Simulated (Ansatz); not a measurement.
# O on Ni(110): change of the work function, part 5 of 6

How does O on the hollow site change the work function of Ni(110) as the layer fills?

Ansatz 0.2.0; plane-wave DFT, PBE, Ansatz PAW.

So far, work function, upper face (eV): step 2 (the clean slab) 4.57; step 4 (adsorbate added, k-mesh 5×6×1, coverage 0.5 ML) 4.97; step 5 (adsorbate added, k-mesh 9×12×1, coverage 1 ML) 5.31; step 7 (the slab at 0.25 ML, atoms frozen) 4.82; step 8 (the substrate of the 0.25 ML cell alone) 4.59.

## 10. Where the charge went at 0.25 ML

This step: plane-wave DFT, PBE, Ansatz PAW; density difference on adsorption (Ansatz 0.2.0).

The densities of the parts are taken from that of the whole and averaged over planes; the first moment of what is left gives the step in the potential.

This step gave:

| Quantity | Value |
| --- | --- |
| largest charge moved | -0.003202 e/Å² |
| potential step from the moved charge | 0.2388 eV |

The electron density difference oscillates, so the rows of the table below give means over windows of 0.5 Å about each position, cut where the curve ends. Its maxima inside the range that stand out by 2 % of the span (Å: e/Å³): 11.24: 3.3e-4, 12.41: 0.00170, 12.85: 0.00282, 14.02: 0.00477, 14.89: 0.00754. Its minima: 10.22: -4.1e-4, 11.97: -6.7e-4, 12.56: 7.2e-4, 13.58: -0.00433, 14.45: -0.0103.

Planar mean, whole system less its parts. Table of electron density difference by z; means over each step:

```tsv
z (Å)	electron density difference (e/Å³)
6.0	1.4e-7
6.5	-2.1e-6
7.0	-1.1e-5
7.5	-3.8e-5
8.0	-7.0e-5
8.5	8.6e-5
9.0	8.7e-5
9.5	-4.0e-5
10.0	-6.7e-5
10.5	-7.5e-5
11.0	1.7e-4
11.5	1.4e-4
12.0	-2.1e-4
12.5	0.00145
13.0	-3.2e-4
13.5	-0.00354
14.0	0.00174
14.5	-0.00507
15.0	0.00531
15.5	0.00103
16.0	-2.4e-4
16.5	-2.0e-4
17.0	-9.0e-5
17.5	-3.4e-5
18.0	-1.2e-5
18.5	-3.7e-6
19.0	-1.2e-6
19.5	-3.6e-7
```

The electrons moved below z oscillates, so the rows of the table below give means over windows of 1 Å about each position, cut where the curve ends. Its maxima inside the range that stand out by 2 % of the span (Å: e/Å²): 9.3: 3.6e-5, 11.5: 1.1e-4, 12.8: 0.00116, 14.2: -1.0e-4, 15.6: 3.0e-4. Its minima: 10.4: -7.6e-5, 12.1: -9.2e-5, 13.7: -0.00139, 14.6: -0.00320.

Planar mean, whole system less its parts. Table of electrons moved below z by z; means over each step:

```tsv
z (Å)	electrons moved below z (e/Å²)
6	3.0e-7
7	-5.0e-6
8	-4.5e-5
9	8.1e-6
10	-1.5e-5
11	-9.7e-6
12	8.1e-5
13	5.4e-4
14	-9.4e-4
15	-0.00119
16	2.1e-4
17	4.3e-5
18	5.4e-6
19	8.9e-7
20	4.3e-7
21	3.9e-7
22	3.9e-7
23	3.8e-7
```

## 11. Varying the input

This step: plane-wave DFT, PBE, Ansatz PAW (Ansatz 0.2.0).

System of this step: Ni5O (O/Ni(110)). The cell holds 6 atoms: 5 Ni and 1 O. Cell: a = 3.520 Å, b = 2.489 Å, c = 23.361 Å, α = 90.0°, β = 90.0°, γ = 90.0°. Vacuum lies along c.

A run with a changed input: it repeats the earlier run at 1 ML with scf.occupations.method from fermi_dirac to methfessel_paxton, scf.occupations.width from 0.1 to 0.05 and basis.ecutwfc to 800 eV.

Input file input.yaml:

```yaml
crystal:
  lattice:
    - [3.52, 0.0, 0.0]
    - [0.0, 2.4890158698, 0.0]
    - [0.0, 0.0, 23.3614697668]
  atoms:
    - { symbol: Ni, position: [0.0, 0.0, 0.3852497334], spin: 0.8 }
    - { symbol: Ni, position: [0.5, 0.5, 0.43852155], spin: 0.69 }
    - { symbol: Ni, position: [0.0, 0.0, 0.4904099325], spin: 0.72 }
    - { symbol: Ni, position: [0.5, 0.5, 0.5465702052], spin: 0.69 }
    - { symbol: Ni, position: [0.0, 0.0, 0.5933475036], spin: 0.8 }
    - { symbol: O, position: [0.5, 0.5, 0.6147502666] }
magnetization:
  spin_polarized: true
kpoints:
  mp_grid: { grid: [9, 12, 1] }
hamiltonian:
  xc: pbe
scf:
  occupations: { method: methfessel_paxton, width: 0.05 }
  convergence: { dr2_threshold: 1.0e-08 }
efield:
  axis: 3
  dipole_correction: true
  ramp_position: 0.97
  ramp_width: 0.06
relax:
  f_tol: 0.02
  max_steps: 60
  constraints: [{ sites: [0, 1] }]
output:
  bader: true
  write_potential: true
  write_density: true
  volumetric_format: npy
basis:
  ecutwfc: "800 eV"
```

Started as:

```sh
$ ansatz run input.yaml --threads 4 --pin off --max-ram 12288MiB --backend cpu --events-out ev --progress --plain --runs-dir out
```

Numbers of over 12 decimals in the logs are rounded to 6 here.

The program printed:

```text
[...]
Crystal: 6 atoms, lattice volume = 204.678 Å³
Basis set: ecut = 800 eV, 10425 PW (Γ), exchange–correlation on 72×48×432 points (8 copies of the dense FFT grid, shifted against one another)
Bands: 60, of which v1, the nominal top of the filled ones, is band 48 counted from 1 (47 counted from 0)
Symmetry: 4 space group operations
k-points: 35 of 108
[...]
Starting moments: Σ|m| = 3.7 μB on 5 of 6 sites
[...]
SCF iter   1: F=—  HF=-29757.713201 eV  |F-HF|=—  |Δ(HF+E_count)|=         —  Δρ=4.10e-2 (↑3.45e-2 ↓4.10e-2)  dr2=9.11e0  dr2_m=5.34e-1  M=4.170 μB ∫|m|=4.318 μB  β_m=1.00  ethr=3.10e-3  p=0.000 e·Å  D=7.75e-10 V/Å  ΔV_dip=-0.00 eV  dr2_dipole=2.77e-1  V_vac-E_F(+/−)=7.02/7.02 eV  ⟨swp⟩=10.6  Hψ=21814  notcnv=0  defer=72
[...]
SCF iter  12: F=—  HF=-29761.714293 eV  |F-HF|=—  |Δ(HF+E_count)|=         —  Δρ=7.29e-4 (↑4.79e-4 ↓7.29e-4)  dr2=2.35e-3  dr2_m=4.51e-4  M=3.425 μB ∫|m|=3.781 μB  β_m=0.82  ethr=1.40e-7  p=-0.038 e·Å  D=-3.39e-2 V/Å  ΔV_dip=0.79 eV  dr2_dipole=5.19e-4  V_vac-E_F(+/−)=5.27/4.48 eV  ⟨swp⟩=2.0  Hψ=6477  notcnv=0  defer=397
[...]
iteration 12: the input's own smearing fills from here on; a Gaussian of 0.05 eV has filled iterations ahead of it
SCF iter  13: F=—  HF=-29761.714334 eV  |F-HF|=—  |Δ(HF+E_count)|=   4.11e-5  S|Δr|=    0.00e0  Δρ=4.79e-4 (↑4.49e-4 ↓4.79e-4)  dr2=1.52e-3  dr2_m=2.51e-4  M=3.441 μB ∫|m|=3.797 μB  β_m=0.91  ethr=1.40e-7  p=-0.038 e·Å  D=-3.40e-2 V/Å  ΔV_dip=0.79 eV  dr2_dipole=2.99e-4  V_vac-E_F(+/−)=5.27/4.48 eV  ⟨swp⟩=2.0  Hψ=6395  notcnv=0  defer=396
[...]
SCF iter  36: F=-29761.714594 eV  HF=-29761.714594 eV  |F-HF|=1.50e-9  |Δ(HF+E_count)|=   1.32e-9  S|Δr|=    0.00e0  Δρ=9.14e-7 (↑9.14e-7 ↓7.99e-7)  dr2=5.07e-9  dr2_m=2.59e-10  M=3.527 μB ∫|m|=3.889 μB  ethr=1.04e-11  p=-0.039 e·Å  D=-3.41e-2 V/Å  ΔV_dip=0.80 eV  dr2_dipole=3.21e-11  V_vac-E_F(+/−)=5.27/4.48 eV  ⟨swp⟩=8.9  Hψ=24802  notcnv=0
SCF 1 converged in 36 iterations: F = -29761.714594 eV  dr2 = 5.07e-9
[...]
relax step   1: F+E_penalty+E_count = -29761.71459441 eV  Δ(F+E_penalty+E_count) = +0.000e0 eV  max|allowed force component| = 6.007e0 eV/Å  Δτ_max = 0.0000 Å  (36 SCF iters, accepted)
[...]
SCF iter  34: F=-29762.027658 eV  HF=-29762.027658 eV  |F-HF|=3.79e-9  |Δ(HF+E_count)|=   1.04e-9  S|Δr|=    0.00e0  Δρ=1.30e-6 (↑5.76e-7 ↓1.30e-6)  dr2=5.43e-9  dr2_m=8.99e-10  M=3.465 μB ∫|m|=3.829 μB  ethr=1.04e-11  p=-0.046 e·Å  D=-4.03e-2 V/Å  ΔV_dip=0.94 eV  dr2_dipole=3.10e-10  V_vac-E_F(+/−)=5.40/4.46 eV  ⟨swp⟩=7.4  Hψ=25528  notcnv=0
SCF 2 converged in 34 iterations: F = -29762.027658 eV  dr2 = 5.43e-9
relax step   2: F+E_penalty+E_count = -29762.02765845 eV  Δ(F+E_penalty+E_count) = -3.131e-1 eV  max|allowed force component| = 3.664e0 eV/Å  Δτ_max = 0.0543 Å  (34 SCF iters, accepted)
SCF iter   1: F=—  HF=-29762.345008 eV  |F-HF|=—  |Δ(HF+E_count)|=         —  Δρ=9.18e-3 (↑9.14e-3 ↓9.18e-3)  dr2=5.38e-1  dr2_m=3.22e-2  M=3.673 μB ∫|m|=4.033 μB  β_m=1.20  ethr=2.89e-3  p=-0.046 e·Å  D=-4.03e-2 V/Å  ΔV_dip=0.94 eV  dr2_dipole=8.11e-2  V_vac-E_F(+/−)=5.43/4.49 eV  ⟨swp⟩=6.6  Hψ=12474  notcnv=0  defer=209
[...]
SCF iter  24: F=-29762.315446 eV  HF=-29762.315446 eV  |F-HF|=3.86e-9  |Δ(HF+E_count)|=  4.00e-11  S|Δr|=    0.00e0  Δρ=1.44e-6 (↑9.89e-7 ↓1.44e-6)  dr2=6.35e-9  dr2_m=7.93e-10  M=3.909 μB ∫|m|=4.307 μB  ethr=1.04e-11  p=-0.049 e·Å  D=-4.33e-2 V/Å  ΔV_dip=1.01 eV  dr2_dipole=3.32e-10  V_vac-E_F(+/−)=5.45/4.44 eV  ⟨swp⟩=9.2  Hψ=26779  notcnv=0
SCF 3 converged in 24 iterations: F = -29762.315446 eV  dr2 = 6.35e-9
relax step   3: F+E_penalty+E_count = -29762.31544572 eV  Δ(F+E_penalty+E_count) = -2.878e-1 eV  max|allowed force component| = 1.134e0 eV/Å  Δτ_max = 0.1120 Å  (24 SCF iters, accepted)
[...]
relax step   4: F+E_penalty+E_count = -29762.37810888 eV  Δ(F+E_penalty+E_count) = -6.266e-2 eV  max|allowed force component| = 1.420e-1 eV/Å  Δτ_max = 0.2000 Å  (25 SCF iters, accepted)
[...]
relax step   5: F+E_penalty+E_count = -29762.38007719 eV  Δ(F+E_penalty+E_count) = -1.968e-3 eV  max|allowed force component| = 4.710e-2 eV/Å  Δτ_max = 0.0316 Å  (21 SCF iters, accepted)
SCF iter   1: F=—  HF=-29762.380051 eV  |F-HF|=—  |Δ(HF+E_count)|=         —  Δρ=5.90e-4 (↑2.85e-4 ↓5.90e-4)  dr2=8.91e-4  dr2_m=1.95e-4  M=4.064 μB ∫|m|=4.489 μB  β_m=1.20  ethr=1.08e-5  p=-0.043 e·Å  D=-3.78e-2 V/Å  ΔV_dip=0.88 eV  dr2_dipole=4.90e-5  V_vac-E_F(+/−)=5.30/4.42 eV  ⟨swp⟩=3.0  Hψ=8163  notcnv=0  defer=358
[...]
SCF iter  18: F=-29762.380205 eV  HF=-29762.380205 eV  |F-HF|=2.31e-9  |Δ(HF+E_count)|=   1.54e-9  S|Δr|=    0.00e0  Δρ=7.66e-7 (↑4.15e-7 ↓7.66e-7)  dr2=2.99e-9  dr2_m=9.39e-11  M=4.064 μB ∫|m|=4.489 μB  ethr=1.04e-11  p=-0.044 e·Å  D=-3.87e-2 V/Å  ΔV_dip=0.90 eV  dr2_dipole=2.43e-10  V_vac-E_F(+/−)=5.32/4.42 eV  ⟨swp⟩=8.4  Hψ=24233  notcnv=0
SCF 6 converged in 18 iterations: F = -29762.380205 eV  dr2 = 2.99e-9
relax step   6: F+E_penalty+E_count = -29762.38020483 eV  Δ(F+E_penalty+E_count) = -1.276e-4 eV  max|allowed force component| = 2.270e-3 eV/Å  Δτ_max = 0.0064 Å  (18 SCF iters, accepted)
[...]
WARN: The input density's exchange-correlation potential varies sharply where the density is thin. Do not read a vacuum level from v_tot or v_xc, or from such a field of the output density. On a cell that repeats whose density bears no net charge and no dipole along the vacuum's axis use v_es (v_loc + v_h of the components); under efield.dipole_correction with no amplitude use v_es + v_field, which holds any external [...]
SCF converged after 18 iterations
Stability not checked: this state was not tested for a lower state beside it, because cold or Methfessel-Paxton smearing, or corrected tetrahedra, fill the levels in a way that the test cannot read (fill_not_monotonic; see scf.lower_state_search)
Magnetization: 4.0637 μB (50.0319 up, 45.9681 down)
Absolute magnetization: 4.4919 μB (∫|ρ↑−ρ↓|, with the PAW one-centre terms)
[...]
Per-site moments (μB) at R_I (Å): [(0.832586, 1.003286), (0.682075, 1.011987), (0.807765, 1.003286), (0.736094, 0.754406), (0.844445, 0.899827), (0.238110, 0.754406)]
Free energy (F): -29762.380205 eV
[...]
Internal energy: -29762.380235 eV  (E = F + TS)
E sigma→0 (E₀):  -29762.380212 eV
Entropy (-TS):   0.000030 eV (0.005 meV/atom)
Fermi energy:    1.756030 eV
Step filling:    the computed levels leave a gap of 0.0026 eV = 0.1 smearing widths at the electron count; against every level under it full and every level over it empty, smearing changes F+E_penalty+E_count by -0.139 meV and its σ→0 estimate by -0.146 meV
Dipole field:    D = -0.038750 V/Å  (p = -0.043831 e·Å, saw-weighted, corrected)
Work function:   Φ+ = 5.3232 eV   Φ− = 4.4179 eV
[...]
--- Forces (eV/Å), atoms counted from 1 ---
  atom   1  Ni     0.00000000     0.00000000     0.59241281
  atom   2  Ni     0.00000000     0.00000000    -0.59415191
  atom   3  Ni     0.00000000     0.00000000     0.00164767
  atom   4  Ni     0.00000000     0.00000000     0.00227032
  atom   5  Ni     0.00000000     0.00000000    -0.00216092
  atom   6  O      0.00000000     0.00000000    -0.00000062
  max |Σ_I F_I| component: 1.73e-5 eV/Å
--- Band table (eV; the first three rows and the last of 70) ---
  k-point 0 ↑: bands = [... 44 lower, 0.4996, 0.7585, 0.9043, 1.0292, 1.0627, 1.1481, 1.3264, 2.8678, ... 8 higher]
  k-point 1 ↑: bands = [... 44 lower, 0.5386, 0.8251, 0.8451, 0.9752, 1.0195, 1.2161, 1.2590, 3.0406, ... 8 higher]
  k-point 2 ↑: bands = [... 44 lower, 0.6199, 0.7775, 0.8480, 0.8729, 1.0655, 1.2987, 1.3385, 3.4019, ... 8 higher]
  k-point 34 ↓: bands = [... 44 lower, 1.7516, 1.9079, 1.9887, 2.1284, 2.6150, 3.4962, 3.7181, 6.6518, ... 8 higher]
--- Relaxed structure (6 steps of the walk, 6 accepted, 0 SCFs on fresh bases) ---
  F+E_penalty+E_count = -29762.38020483 eV   max|allowed force component| = 2.270e-3 eV/Å
  atoms:
    - { symbol: Ni, position: [0.0, 0.0, 0.3852497334] }
    - { symbol: Ni, position: [0.5, 0.5, 0.43852155] }
    - { symbol: Ni, position: [0.0, 0.0, 0.489362] }
    - { symbol: Ni, position: [0.5, 0.5, 0.543536] }
    - { symbol: Ni, position: [0.0, 0.0, 0.607490] }
    - { symbol: O, position: [0.5, 0.5, 0.621822] }
--- Bader charges: 6 sites ---
  site symbol  charge [e]  shift [e]    m [muB]
     0     Ni      0.0104     0.0002     0.8390
     1     Ni     -0.0335     0.0002     0.6368
     2     Ni      0.0300     0.0001     0.7639
     3     Ni      0.2255     0.0033     0.7244
     4     Ni      0.6708     0.0003     0.8381
     5      O     -0.9032     0.0030     0.2616
  estimated error of the sums over rays = 3.6e-4 e
```

Wall time 12 min (4 threads of Arm Neoverse V1, shared host); peak memory 2.1 GiB; 46 min of CPU time.

The steps of the relaxation:

```tsv
step	energy less that of the first step (eV)	largest force component (eV/Å)
1	0.0000	6.0071
2	-0.3131	3.6643
3	-0.6009	1.1342
4	-0.6635	0.1420
5	-0.6655	0.0471
6	-0.6656	0.0023
```

The run keeps the 4 symmetry operations that it works with, so distortions that break them were not tested.

The atoms that moved most (Å):

```tsv
atom	dx	dy	dz	length
Ni5	0.000	0.000	0.330	0.330
O6	0.000	0.000	0.165	0.165
Ni4	0.000	0.000	-0.071	0.071
Ni3	0.000	0.000	-0.024	0.024
```

Final coordinates:

```
Ni O
1.0
     3.52000    0.00000    0.00000
     0.00000    2.48902    0.00000
     0.00000    0.00000   23.36147
Ni O
5 1
Direct
  0.00000 0.00000 0.38525
  0.50000 0.50000 0.43852
  0.00000 0.00000 0.48936
  0.50000 0.50000 0.54354
  0.00000 0.00000 0.60749
  0.50000 0.50000 0.62182
```

Numbers from this step:

```
total moment                   : 4.064 μB
site moments                   : 0.8326, 0.6821, 0.8078, 0.7361, 0.8444, 0.2381 μB
work function, upper face      : 5.323 eV
work function, lower face      : 4.418 eV
dipole along the normal        : -0.04383 e·Å
step between the vacuum levels : 0.9053 eV
```

Site moment by atom:

```tsv
atom	site moment (μB)
Ni1	0.833
Ni2	0.682
Ni3	0.808
Ni4	0.736
Ni5	0.844
O6	0.238
```

```tsv
quantity	this run	earlier run	difference
work function, upper face (eV)	5.323	5.314	0.0092
work function, lower face (eV)	4.418	4.502	-0.084
dipole along the normal (e·Å)	-0.04383	-0.03934	-0.0045
total moment (μB)	4.064	3.915	0.15
```

What moves beyond 0.01 in its unit (for the dipole 0.5 % and 5e-5 e·Å): dipole along the normal (-0.0045 e·Å), work function, lower face (-0.0837 eV) and total moment (+0.149 μB).

[end of part 5 of 6]

[Logs are printed without paths, hosts, clocks, repeated set-up lines and the standing remarks that a program may print on its own settings, such as how far it seeks lower states.]

[Hosts, paths, dates, database ids (printed as entryN), source tags and the programs' standing remarks are cut or masked in the printed files.]

[Maps of the electrostatic potential energy from Ansatz leave out the sawtooth potential of an applied field or a dipole correction, so their vacuum need not be flat; planar profiles and work functions include it.]
